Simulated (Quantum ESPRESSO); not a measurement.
Crystal: HfC.

```
Hf C
1.0
     0.00000    2.32500    2.32500
     2.32500    0.00000    2.32500
     2.32500    2.32500    0.00000
Hf C
1 1
Direct
  0.50000 0.50000 0.50000
  0.00000 0.00000 0.00000
```

- Program: Quantum ESPRESSO 7.5
- Task: phonons
- Functional: AM05
- Potentials or basis: GBRV 1.5 PBE
- Cutoff: 612 eV
- Density cutoff: 4898 eV
- k mesh: 10 × 10 × 10
- Occupations: cold, width 0.2 eV
- Spin: no spin polarisation
- Mixing beta: 0.5
- Most SCF iterations: 120
- SCF threshold: 4e-10 Ry

The cell and the atoms were relaxed first, to 12.22 Å³/atom (a = 3.258 Å, b = 3.258 Å, c = 3.258 Å, α = 60.00°, β = 60.00°, γ = 60.00°), and the response was taken there.

Task: Which optical modes does the crystal have at the zone centre, and which show in infrared and Raman spectra?

Result: The optical modes are T1u. Infrared active: T1u. None is Raman active.

Optical modes at Γ, degenerate ones joined:
| cm⁻¹ | components | symmetry | active in |
| --- | --- | --- | --- |
| 457 | 3 | T1u | IR |

Caveat: the potentials were made for another functional, which shifts forces and pressure.
